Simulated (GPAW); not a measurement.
# Sr (Fm-3m) in GPAW: notebook

One crystal, Sr, is run at these levels: PBEsol, PBEsol+D3, PBEsol+D3(BJ), PBEsol+D3(BJ)+ATM, PBEsol+D4; tasks: relaxation of cell and atoms.

Everything below comes from runs of GPAW 26.7.0. Logs are shortened: lines on timing, memory, paths and dates and some standing lists are left out, and cuts for length are marked. The log counts tension as positive stress, the text compression.

### 1 Starting point

Symmetry: Fm-3m, No. 225, cubic system. Conventional cell: a = 6.085 Å, b = 6.085 Å, c = 6.085 Å, α = 90.00°, β = 90.00°, γ = 90.00°. Sr (site symmetry m-3m) is surrounded by 12 Sr at 4.30 Å.

### 2 Relaxation of cell and atoms, PBEsol

run.py reads:

```python
from ase import Atoms
from ase.filters import FrechetCellFilter
from ase.io import write
from ase.optimize import BFGS
from gpaw import GPAW, PW, setup_paths

setup_paths.insert(0, '.')

atoms = Atoms(['Sr'],
              cell=[[0.0, 3.04235, 3.04235],
                    [3.04235, 0.0, 3.04235],
                    [3.04235, 3.04235, 0.0]],
              scaled_positions=[[0.0, 0.0, 0.0]],
              pbc=True)

calc = GPAW(mode=PW(600),
            xc='PBEsol',
            kpts={'size': (8, 8, 8), 'gamma': True},
            occupations={'name': 'fermi-dirac', 'width': 0.05},
            nbands=12,
            convergence={'density': 1e-05, 'forces': 0.0001},
            maxiter=150,
            txt='gpaw.txt')
atoms.calc = calc
opt = BFGS(FrechetCellFilter(atoms), trajectory='relax.traj', logfile='-')
done = opt.run(fmax=0.02, steps=60)
calc.write('gs.gpw')
write('result.traj', atoms)
print('Converged:', done)
print('Cell:', atoms.cell.cellpar().round(4))
print('Volume:', round(atoms.get_volume(), 4))
print(atoms.get_scaled_positions().round(5))
```

Potentials or basis: PAW data sets generated in the run's folder for this functional, pw.

Command:

```console
$ gpaw-setup -f PBEsol Sr
$ OMP_NUM_THREADS=1 python run.py
```

gpaw.txt:

```text
__  _  _
 | _ |_)|_||  |
 |__||  | ||/\| - 26.7.0

Input parameters:
  mode=PW(ecut=600.0),
  convergence={'density': 1e-05, 'forces': 0.0001},
  kpts=MonkhorstPack(size=(8, 8, 8), gamma=True),
  maxiter=150,
  nbands=12,
  occupations=Occupations(name='fermi-dirac', width=0.05),
  xc=XC(name='PBEsol')

Diagonalizing LCAO Hamiltonian
Converting LCAO to pw mode

       Sr

Atoms  # Å, Bohr magnetons
|   | symbol |        x |        y |        z |    initial magnetic moments |
|---|--------|----------|----------|----------|-----------------------------|
| 0 |     Sr | 0.000000 | 0.000000 | 0.000000 | ( 0.0000,  0.0000,  0.0000) |

Unit cell  # Å
| periodic |        x |        y |        z |  lengths |    angles |
|----------|----------|----------|----------|----------|-----------|
|      yes | 0.000000 | 3.042350 | 3.042350 | 4.302533 | 60.000000 |
|      yes | 3.042350 | 0.000000 | 3.042350 | 4.302533 | 60.000000 |
|      yes | 3.042350 | 3.042350 | 0.000000 | 4.302533 | 60.000000 |

Number of symmetries: 48
Symmetry operations  # r_c * U_cc + t_c -> r_c
|    | kind |            matrix            |
|----|------|------------------------------|
|  0 |  σ   |  1, 0, 0,  1, 0,-1,  1,-1, 0 |
|  1 |  C2  |  1, 0, 0,  1,-1, 0,  1, 0,-1 |
|  2 |  E   |  1, 0, 0,  0, 1, 0,  0, 0, 1 |
|  3 |  σ   |  1, 0, 0,  0, 0, 1,  0, 1, 0 |
|  4 |  C4  |  1, 0,-1,  1, 0, 0,  1,-1, 0 |
|  5 |  S6  |  1, 0,-1,  1,-1, 0,  1, 0, 0 |
|  6 |  σ   |  1, 0,-1,  0, 1,-1,  0, 0,-1 |
|  7 |  C3  |  1, 0,-1,  0, 0,-1,  0, 1,-1 |
|  8 |  S6  |  1,-1, 0,  1, 0, 0,  1, 0,-1 |
|  9 |  C4  |  1,-1, 0,  1, 0,-1,  1, 0, 0 |
| 10 |  C3  |  1,-1, 0,  0,-1, 1,  0,-1, 0 |
| 11 |  σ   |  1,-1, 0,  0,-1, 0,  0,-1, 1 |
| 12 |  σ   |  0, 1, 0,  1, 0, 0,  0, 0, 1 |
| 13 |  C4  |  0, 1, 0,  0, 1,-1, -1, 1, 0 |
| 14 |  C3  |  0, 1, 0,  0, 0, 1,  1, 0, 0 |
| 15 |  S6  |  0, 1, 0, -1, 1, 0,  0, 1,-1 |
| 16 |  C2  |  0, 1,-1,  1, 0,-1,  0, 0,-1 |
| 17 |  σ   |  0, 1,-1,  0, 1, 0, -1, 1, 0 |
| 18 |  S4  |  0, 1,-1,  0, 0,-1,  1, 0,-1 |
| 19 |  C4  |  0, 1,-1, -1, 1, 0,  0, 1, 0 |
| 20 |  C3  |  0, 0, 1,  1, 0, 0,  0, 1, 0 |
| 21 |  σ   |  0, 0, 1,  0, 1, 0,  1, 0, 0 |
| 22 |  S6  |  0, 0, 1,  0,-1, 1, -1, 0, 1 |
| 23 |  C4  |  0, 0, 1, -1, 0, 1,  0,-1, 1 |
| 24 |  S4  |  0, 0,-1,  1, 0,-1,  0, 1,-1 |
| 25 |  C3  |  0, 0,-1,  0, 1,-1,  1, 0,-1 |
| 26 |  C2  |  0, 0,-1,  0,-1, 0, -1, 0, 0 |
| 27 |  S6  |  0, 0,-1, -1, 0, 0,  0,-1, 0 |
| 28 |  S4  |  0,-1, 1,  1,-1, 0,  0,-1, 0 |
| 29 |  C4  |  0,-1, 1,  0, 0, 1, -1, 0, 1 |
| 30 |  C2  |  0,-1, 1,  0,-1, 0,  1,-1, 0 |
| 31 |  σ   |  0,-1, 1, -1, 0, 1,  0, 0, 1 |
| 32 |  C3  |  0,-1, 0,  1,-1, 0,  0,-1, 1 |
| 33 |  S6  |  0,-1, 0,  0, 0,-1, -1, 0, 0 |
| 34 |  S4  |  0,-1, 0,  0,-1, 1,  1,-1, 0 |
| 35 |  C2  |  0,-1, 0, -1, 0, 0,  0, 0,-1 |
| 36 |  C2  | -1, 1, 0,  0, 1, 0,  0, 1,-1 |
| 37 |  S6  | -1, 1, 0,  0, 1,-1,  0, 1, 0 |
| 38 |  S4  | -1, 1, 0, -1, 0, 1, -1, 0, 0 |
| 39 |  C3  | -1, 1, 0, -1, 0, 0, -1, 0, 1 |
| 40 |  S6  | -1, 0, 1,  0, 0, 1,  0,-1, 1 |
| 41 |  C2  | -1, 0, 1,  0,-1, 1,  0, 0, 1 |
| 42 |  C3  | -1, 0, 1, -1, 1, 0, -1, 0, 0 |
| 43 |  S4  | -1, 0, 1, -1, 0, 0, -1, 1, 0 |
| 44 |  C2  | -1, 0, 0,  0, 0,-1,  0,-1, 0 |
| 45 |  i   | -1, 0, 0,  0,-1, 0,  0, 0,-1 |
| 46 |  σ   | -1, 0, 0, -1, 1, 0, -1, 0, 1 |
| 47 |  C2  | -1, 0, 0, -1, 0, 1, -1, 1, 0 |
[... 138 lines left out ...]
dipole moment: (-23.943703, -23.943703, -23.943703)  # |e|*Ang

Fermi level: 3.320
Eigenvalues  # (at kpt = [0.000, 0.000, 0.000])
| band index |      eig [eV] | occ [0-2] |
|------------|---------------|-----------|
|          0 |       -33.220 |     2.000 |
|          1 |       -15.141 |     2.000 |
|          2 |       -15.141 |     2.000 |
|          3 |       -15.141 |     2.000 |
|          4 |        -0.284 |     2.000 |
|          5 |         5.667 |     0.000 |
|          6 |         5.667 |     0.000 |
|          7 |         5.667 |     0.000 |
|          8 |         7.099 |     0.000 |
|          9 |         7.099 |     0.000 |
|         10 |        10.284 |     0.000 |
|         11 |        12.278 |     0.000 |

No gap
No difference between direct/indirect transitions

Stress tensor  # eV/Ang^3
|         x |         y |         z |
|-----------|-----------|-----------|
|  0.005323 | -0.000000 | -0.000000 |
| -0.000000 |  0.005323 |  0.000000 |
| -0.000000 |  0.000000 |  0.005323 |

Forces  # eV/Ang
|       x |        y |        z |
|---------|----------|----------|
| 0.00000 | -0.00000 | -0.00000 |  # Sr   0

Interpolating wave functions to new cell

       Sr

Atoms  # Å, Bohr magnetons
|   | symbol |        x |         y |         z |    initial magnetic moments |
|---|--------|----------|-----------|-----------|-----------------------------|
| 0 |     Sr | 0.000000 | -0.000000 | -0.000000 | ( 0.0000,  0.0000,  0.0000) |

Unit cell  # Å
| periodic |        x |        y |        z |  lengths |    angles |
|----------|----------|----------|----------|----------|-----------|
|      yes | 0.000000 | 3.029349 | 3.029349 | 4.284147 | 60.000000 |
|      yes | 3.029349 | 0.000000 | 3.029349 | 4.284147 | 60.000000 |
|      yes | 3.029349 | 3.029349 | 0.000000 | 4.284147 | 60.000000 |

Number of symmetries: 48
Symmetry operations  # r_c * U_cc + t_c -> r_c
|    | kind |            matrix            |
|----|------|------------------------------|
|  0 |  σ   |  1, 0, 0,  1, 0,-1,  1,-1, 0 |
|  1 |  C2  |  1, 0, 0,  1,-1, 0,  1, 0,-1 |
|  2 |  E   |  1, 0, 0,  0, 1, 0,  0, 0, 1 |
|  3 |  σ   |  1, 0, 0,  0, 0, 1,  0, 1, 0 |
|  4 |  C4  |  1, 0,-1,  1, 0, 0,  1,-1, 0 |
|  5 |  S6  |  1, 0,-1,  1,-1, 0,  1, 0, 0 |
|  6 |  σ   |  1, 0,-1,  0, 1,-1,  0, 0,-1 |
|  7 |  C3  |  1, 0,-1,  0, 0,-1,  0, 1,-1 |
|  8 |  S6  |  1,-1, 0,  1, 0, 0,  1, 0,-1 |
|  9 |  C4  |  1,-1, 0,  1, 0,-1,  1, 0, 0 |
| 10 |  C3  |  1,-1, 0,  0,-1, 1,  0,-1, 0 |
| 11 |  σ   |  1,-1, 0,  0,-1, 0,  0,-1, 1 |
| 12 |  σ   |  0, 1, 0,  1, 0, 0,  0, 0, 1 |
| 13 |  C4  |  0, 1, 0,  0, 1,-1, -1, 1, 0 |
| 14 |  C3  |  0, 1, 0,  0, 0, 1,  1, 0, 0 |
| 15 |  S6  |  0, 1, 0, -1, 1, 0,  0, 1,-1 |
| 16 |  C2  |  0, 1,-1,  1, 0,-1,  0, 0,-1 |
| 17 |  σ   |  0, 1,-1,  0, 1, 0, -1, 1, 0 |
| 18 |  S4  |  0, 1,-1,  0, 0,-1,  1, 0,-1 |
| 19 |  C4  |  0, 1,-1, -1, 1, 0,  0, 1, 0 |
| 20 |  C3  |  0, 0, 1,  1, 0, 0,  0, 1, 0 |
| 21 |  σ   |  0, 0, 1,  0, 1, 0,  1, 0, 0 |
| 22 |  S6  |  0, 0, 1,  0,-1, 1, -1, 0, 1 |
| 23 |  C4  |  0, 0, 1, -1, 0, 1,  0,-1, 1 |
| 24 |  S4  |  0, 0,-1,  1, 0,-1,  0, 1,-1 |
| 25 |  C3  |  0, 0,-1,  0, 1,-1,  1, 0,-1 |
| 26 |  C2  |  0, 0,-1,  0,-1, 0, -1, 0, 0 |
| 27 |  S6  |  0, 0,-1, -1, 0, 0,  0,-1, 0 |
| 28 |  S4  |  0,-1, 1,  1,-1, 0,  0,-1, 0 |
| 29 |  C4  |  0,-1, 1,  0, 0, 1, -1, 0, 1 |
| 30 |  C2  |  0,-1, 1,  0,-1, 0,  1,-1, 0 |
| 31 |  σ   |  0,-1, 1, -1, 0, 1,  0, 0, 1 |
| 32 |  C3  |  0,-1, 0,  1,-1, 0,  0,-1, 1 |
| 33 |  S6  |  0,-1, 0,  0, 0,-1, -1, 0, 0 |
| 34 |  S4  |  0,-1, 0,  0,-1, 1,  1,-1, 0 |
| 35 |  C2  |  0,-1, 0, -1, 0, 0,  0, 0,-1 |
| 36 |  C2  | -1, 1, 0,  0, 1, 0,  0, 1,-1 |
| 37 |  S6  | -1, 1, 0,  0, 1,-1,  0, 1, 0 |
| 38 |  S4  | -1, 1, 0, -1, 0, 1, -1, 0, 0 |
| 39 |  C3  | -1, 1, 0, -1, 0, 0, -1, 0, 1 |
| 40 |  S6  | -1, 0, 1,  0, 0, 1,  0,-1, 1 |
| 41 |  C2  | -1, 0, 1,  0,-1, 1,  0, 0, 1 |
| 42 |  C3  | -1, 0, 1, -1, 1, 0, -1, 0, 0 |
| 43 |  S4  | -1, 0, 1, -1, 0, 0, -1, 1, 0 |
| 44 |  C2  | -1, 0, 0,  0, 0,-1,  0,-1, 0 |
| 45 |  i   | -1, 0, 0,  0,-1, 0,  0, 0,-1 |
| 46 |  σ   | -1, 0, 0, -1, 1, 0, -1, 0, 1 |
| 47 |  C2  | -1, 0, 0, -1, 0, 1, -1, 1, 0 |
[... 137 lines left out ...]
dipole moment: (-23.841159, -23.841159, -23.841159)  # |e|*Ang

Fermi level: 3.390
Eigenvalues  # (at kpt = [0.000, 0.000, 0.000])
| band index |      eig [eV] | occ [0-2] |
|------------|---------------|-----------|
|          0 |       -33.127 |     2.000 |
|          1 |       -15.045 |     2.000 |
|          2 |       -15.045 |     2.000 |
|          3 |       -15.045 |     2.000 |
|          4 |        -0.236 |     2.000 |
|          5 |         5.748 |     0.000 |
|          6 |         5.748 |     0.000 |
|          7 |         5.748 |     0.000 |
|          8 |         7.201 |     0.000 |
|          9 |         7.201 |     0.000 |
|         10 |        10.388 |     0.000 |
|         11 |        12.412 |     0.000 |

No gap
No difference between direct/indirect transitions

Stress tensor  # eV/Ang^3
|         x |         y |         z |
|-----------|-----------|-----------|
|  0.004547 | -0.000000 |  0.000000 |
| -0.000000 |  0.004547 | -0.000000 |
|  0.000000 | -0.000000 |  0.004547 |

Forces  # eV/Ang
|        x |        y |       z |
|----------|----------|---------|
| -0.00000 | -0.00000 | 0.00000 |  # Sr   0

Interpolating wave functions to new cell

       Sr

Atoms  # Å, Bohr magnetons
|   | symbol |        x |         y |        z |    initial magnetic moments |
|---|--------|----------|-----------|----------|-----------------------------|
| 0 |     Sr | 0.000000 | -0.000000 | 0.000000 | ( 0.0000,  0.0000,  0.0000) |

Unit cell  # Å
| periodic |         x |         y |        z |  lengths |    angles |
|----------|-----------|-----------|----------|----------|-----------|
|      yes | -0.000000 |  2.960335 | 2.960335 | 4.186546 | 60.000000 |
|      yes |  2.960335 | -0.000000 | 2.960335 | 4.186546 | 60.000000 |
|      yes |  2.960335 |  2.960335 | 0.000000 | 4.186546 | 60.000000 |

Number of symmetries: 48
Symmetry operations  # r_c * U_cc + t_c -> r_c
|    | kind |            matrix            |
|----|------|------------------------------|
|  0 |  σ   |  1, 0, 0,  1, 0,-1,  1,-1, 0 |
|  1 |  C2  |  1, 0, 0,  1,-1, 0,  1, 0,-1 |
|  2 |  E   |  1, 0, 0,  0, 1, 0,  0, 0, 1 |
|  3 |  σ   |  1, 0, 0,  0, 0, 1,  0, 1, 0 |
|  4 |  C4  |  1, 0,-1,  1, 0, 0,  1,-1, 0 |
|  5 |  S6  |  1, 0,-1,  1,-1, 0,  1, 0, 0 |
|  6 |  σ   |  1, 0,-1,  0, 1,-1,  0, 0,-1 |
|  7 |  C3  |  1, 0,-1,  0, 0,-1,  0, 1,-1 |
|  8 |  S6  |  1,-1, 0,  1, 0, 0,  1, 0,-1 |
|  9 |  C4  |  1,-1, 0,  1, 0,-1,  1, 0, 0 |
| 10 |  C3  |  1,-1, 0,  0,-1, 1,  0,-1, 0 |
| 11 |  σ   |  1,-1, 0,  0,-1, 0,  0,-1, 1 |
| 12 |  σ   |  0, 1, 0,  1, 0, 0,  0, 0, 1 |
| 13 |  C4  |  0, 1, 0,  0, 1,-1, -1, 1, 0 |
| 14 |  C3  |  0, 1, 0,  0, 0, 1,  1, 0, 0 |
| 15 |  S6  |  0, 1, 0, -1, 1, 0,  0, 1,-1 |
| 16 |  C2  |  0, 1,-1,  1, 0,-1,  0, 0,-1 |
| 17 |  σ   |  0, 1,-1,  0, 1, 0, -1, 1, 0 |
| 18 |  S4  |  0, 1,-1,  0, 0,-1,  1, 0,-1 |
| 19 |  C4  |  0, 1,-1, -1, 1, 0,  0, 1, 0 |
| 20 |  C3  |  0, 0, 1,  1, 0, 0,  0, 1, 0 |
| 21 |  σ   |  0, 0, 1,  0, 1, 0,  1, 0, 0 |
| 22 |  S6  |  0, 0, 1,  0,-1, 1, -1, 0, 1 |
| 23 |  C4  |  0, 0, 1, -1, 0, 1,  0,-1, 1 |
| 24 |  S4  |  0, 0,-1,  1, 0,-1,  0, 1,-1 |
| 25 |  C3  |  0, 0,-1,  0, 1,-1,  1, 0,-1 |
| 26 |  C2  |  0, 0,-1,  0,-1, 0, -1, 0, 0 |
| 27 |  S6  |  0, 0,-1, -1, 0, 0,  0,-1, 0 |
| 28 |  S4  |  0,-1, 1,  1,-1, 0,  0,-1, 0 |
| 29 |  C4  |  0,-1, 1,  0, 0, 1, -1, 0, 1 |
| 30 |  C2  |  0,-1, 1,  0,-1, 0,  1,-1, 0 |
| 31 |  σ   |  0,-1, 1, -1, 0, 1,  0, 0, 1 |
| 32 |  C3  |  0,-1, 0,  1,-1, 0,  0,-1, 1 |
| 33 |  S6  |  0,-1, 0,  0, 0,-1, -1, 0, 0 |
| 34 |  S4  |  0,-1, 0,  0,-1, 1,  1,-1, 0 |
| 35 |  C2  |  0,-1, 0, -1, 0, 0,  0, 0,-1 |
| 36 |  C2  | -1, 1, 0,  0, 1, 0,  0, 1,-1 |
| 37 |  S6  | -1, 1, 0,  0, 1,-1,  0, 1, 0 |
| 38 |  S4  | -1, 1, 0, -1, 0, 1, -1, 0, 0 |
| 39 |  C3  | -1, 1, 0, -1, 0, 0, -1, 0, 1 |
| 40 |  S6  | -1, 0, 1,  0, 0, 1,  0,-1, 1 |
| 41 |  C2  | -1, 0, 1,  0,-1, 1,  0, 0, 1 |
| 42 |  C3  | -1, 0, 1, -1, 1, 0, -1, 0, 0 |
| 43 |  S4  | -1, 0, 1, -1, 0, 0, -1, 1, 0 |
| 44 |  C2  | -1, 0, 0,  0, 0,-1,  0,-1, 0 |
| 45 |  i   | -1, 0, 0,  0,-1, 0,  0, 0,-1 |
| 46 |  σ   | -1, 0, 0, -1, 1, 0, -1, 0, 1 |
| 47 |  C2  | -1, 0, 0, -1, 0, 1, -1, 1, 0 |
[... 137 lines left out ...]
dipole moment: (-23.296815, -23.296815, -23.296815)  # |e|*Ang

Fermi level: 3.780
Eigenvalues  # (at kpt = [0.000, 0.000, 0.000])
| band index |      eig [eV] | occ [0-2] |
|------------|---------------|-----------|
|          0 |       -32.612 |     2.000 |
|          1 |       -14.519 |     2.000 |
|          2 |       -14.519 |     2.000 |
|          3 |       -14.519 |     2.000 |
|          4 |         0.034 |     2.000 |
|          5 |         6.199 |     0.000 |
|          6 |         6.199 |     0.000 |
|          7 |         6.199 |     0.000 |
|          8 |         7.765 |     0.000 |
|          9 |         7.765 |     0.000 |
|         10 |        10.961 |     0.000 |
|         11 |        13.153 |     0.000 |

No gap
No difference between direct/indirect transitions

Stress tensor  # eV/Ang^3
|         x |         y |         z |
|-----------|-----------|-----------|
| -0.000317 |  0.000000 |  0.000000 |
|  0.000000 | -0.000317 |  0.000000 |
|  0.000000 |  0.000000 | -0.000317 |

Forces  # eV/Ang
|       x |       y |       z |
|---------|---------|---------|
| 0.00000 | 0.00000 | 0.00000 |  # Sr   0

# Writing to gs.gpw (mode='')
```

It took 31 s on 1 thread of Intel Xeon Platinum 8259CL at 2.50GHz (Skylake/Cascade Lake), shared host; peak memory 0.18 GiB.

Results:

* Free energy: -1.8882 eV
* Relaxed volume: 51.89 Å³/atom
* Relaxed cell: a = 4.187 Å, b = 4.187 Å, c = 4.187 Å, α = 60.00°, β = 60.00°, γ = 60.00°
* Space group after relaxing (to 0.05 Å): Fm-3m (No. 225)
* Energy gained by relaxing: 12.4 meV/atom
* Ionic steps: 3
* Pressure after relaxing: 0.1 GPa
* Band gap on the k mesh: none (metal or under the smearing width)

The path:
```
step  energy change (eV)  largest force (eV/Å)  pressure (GPa)  volume (Å³)
   1              0.0000                0.0000           -0.85        56.32
   2             -0.0036                0.0000           -0.73        55.60
   3             -0.0124                0.0000            0.05        51.89
```

Final structure:
```xyz
1
Lattice="0.0000 2.9603 2.9603 2.9603 0.0000 2.9603 2.9603 2.9603 0.0000" Properties=species:S:1:pos:R:3 pbc="T T T"
Sr    0.0000    0.0000    0.0000
```

Levels at points of the mesh, in eV from the Fermi level:
| k point | band 2 | band 3 | band 4 | band 5 | band 6 | band 7 | band 8 |
| --- | --- | --- | --- | --- | --- | --- | --- |
| (0.00, 0.00, 0.00) | -18.30 | -18.30 | -18.30 | -3.75 | 2.42 | 2.42 | 2.42 |
| (0.50, 0.50, 0.00) | -18.53 | -18.39 | -18.39 | -0.68 | 0.32 | 1.17 | 5.12 |
| (0.50, 0.50, 0.50) | -18.54 | -18.33 | -18.33 | -1.15 | 0.14 | 2.25 | 2.25 |

Caveat: later steps reuse the first step's grids.

### 3 Relaxation of cell and atoms, PBEsol+D3

Edit run.py of step 2 so:

```diff
@@ -1,2 +1,3 @@
 from ase import Atoms
+from ase.calculators.mixing import SumCalculator
 from ase.filters import FrechetCellFilter
@@ -4,2 +5,3 @@
 from ase.optimize import BFGS
+from dftd3.ase import DFTD3
 from gpaw import GPAW, PW, setup_paths
@@ -23,3 +25,3 @@
             txt='gpaw.txt')
-atoms.calc = calc
+atoms.calc = SumCalculator([calc, DFTD3(method='pbesol', damping='d3zero')])
 opt = BFGS(FrechetCellFilter(atoms), trajectory='relax.traj', logfile='-')
```

Potentials or basis: PAW data sets generated in the run's folder for this functional, pw.

Command:

```console
$ gpaw-setup -f PBEsol Sr
$ OMP_NUM_THREADS=1 python run.py
```

Wall time 39 s (1 thread of Intel Xeon Platinum 8259CL at 2.50GHz (Skylake/Cascade Lake), shared host); peak memory 0.2 GiB.

It converged, with:

| Quantity | Value |
| --- | --- |
| Free energy | -2.0154 eV |
| Relaxed volume | 51.17 Å³/atom |
| Relaxed cell | a = 4.167 Å, b = 4.167 Å, c = 4.167 Å, α = 60.00°, β = 60.00°, γ = 60.00° |
| Space group after relaxing (to 0.05 Å) | Fm-3m (No. 225) |
| Energy gained by relaxing | 17.2 meV/atom |
| Ionic steps | 4 |
| Pressure after relaxing | 0.0 GPa |
| Band gap on the k mesh | none (metal or under the smearing width) |
| Dispersion energy per atom | -0.128 eV |

Step by step:
```tsv
step	energy change (eV)	largest force (eV/Å)	pressure (GPa)	volume (Å³)
1	0.0000	0.0000	-0.95	56.32
2	-0.0046	0.0000	-0.83	55.52
3	-0.0172	0.0000	0.08	50.82
4	-0.0172	0.0000	-0.01	51.17
```

Final structure:
```cif
data_structure
_symmetry_space_group_name_H-M 'P 1'
_symmetry_Int_Tables_number 1
_cell_length_a 4.1673
_cell_length_b 4.1673
_cell_length_c 4.1673
_cell_angle_alpha 60.000
_cell_angle_beta 60.000
_cell_angle_gamma 60.000
_cell_volume 51.17
loop_
_atom_site_label
_atom_site_type_symbol
_atom_site_fract_x
_atom_site_fract_y
_atom_site_fract_z
_atom_site_occupancy
Sr1 Sr 0.00000 0.00000 0.00000 1
```

Levels at points of the mesh, in eV from the Fermi level:
```
           k point  band 2  band 3  band 4  band 5  band 6  band 7  band 8
(0.00, 0.00, 0.00)  -18.27  -18.27  -18.27   -3.77    2.43    2.43    2.43
(0.50, 0.50, 0.00)  -18.51  -18.36  -18.36   -0.70    0.30    1.20    5.17
(0.50, 0.50, 0.50)  -18.53  -18.31  -18.31   -1.16    0.16    2.26    2.26
```

Caveat: later steps reuse the first step's grids; pairwise dispersion overbinds metals, which lowers pressure and volume.

### 4 Relaxation of cell and atoms, PBEsol+D3(BJ)

Edit run.py of step 3 so:

```diff
@@ -25,3 +25,3 @@
             txt='gpaw.txt')
-atoms.calc = SumCalculator([calc, DFTD3(method='pbesol', damping='d3zero')])
+atoms.calc = SumCalculator([calc, DFTD3(method='pbesol', damping='d3bj')])
 opt = BFGS(FrechetCellFilter(atoms), trajectory='relax.traj', logfile='-')
```

Command:

```console
$ gpaw-setup -f PBEsol Sr
$ OMP_NUM_THREADS=1 python run.py
```

Run time: 41 s. Hardware: 1 thread of Intel Xeon Platinum 8259CL at 2.50GHz (Skylake/Cascade Lake), shared host; peak memory 0.2 GiB.

It converged, with:

| Quantity | Value |
| --- | --- |
| Free energy | -2.1353 eV |
| Relaxed volume | 48.98 Å³/atom |
| Relaxed cell | a = 4.107 Å, b = 4.107 Å, c = 4.107 Å, α = 60.00°, β = 60.00°, γ = 60.00° |
| Space group after relaxing (to 0.05 Å) | Fm-3m (No. 225) |
| Energy gained by relaxing | 39.6 meV/atom |
| Ionic steps | 4 |
| Pressure after relaxing | 0.0 GPa |
| Band gap on the k mesh | none (metal or under the smearing width) |
| Dispersion energy per atom | -0.255 eV |

The path:
```csv
step,energy change (eV),largest force (eV/Å),pressure (GPa),volume (Å³)
1,0.0000,0.0000,-1.51,56.32
2,-0.0113,0.0000,-1.32,55.05
3,-0.0392,0.0000,0.20,48.23
4,-0.0396,0.0000,-0.02,48.98
```

Final structure:
```
Sr
1.0
     0.00000    2.90406    2.90406
     2.90406    0.00000    2.90406
     2.90406    2.90406    0.00000
Sr
1
Direct
  0.00000 0.00000 0.00000
```

Levels at points of the mesh, in eV from the Fermi level:
```csv
k point,band 1,band 2,band 3,band 4,band 5,band 6,band 7,band 8
"(0.00, 0.00, 0.00)",-36.29,-18.18,-18.18,-18.18,-3.84,2.47,2.47,2.47
"(0.50, 0.50, 0.00)",-36.26,-18.46,-18.29,-18.29,-0.76,0.25,1.31,5.35
"(0.50, 0.50, 0.50)",-36.27,-18.48,-18.22,-18.22,-1.19,0.22,2.29,2.29
```

Caveat: later steps reuse the first step's grids; pairwise dispersion overbinds metals, which lowers pressure and volume.

[end of part 1 of 2]
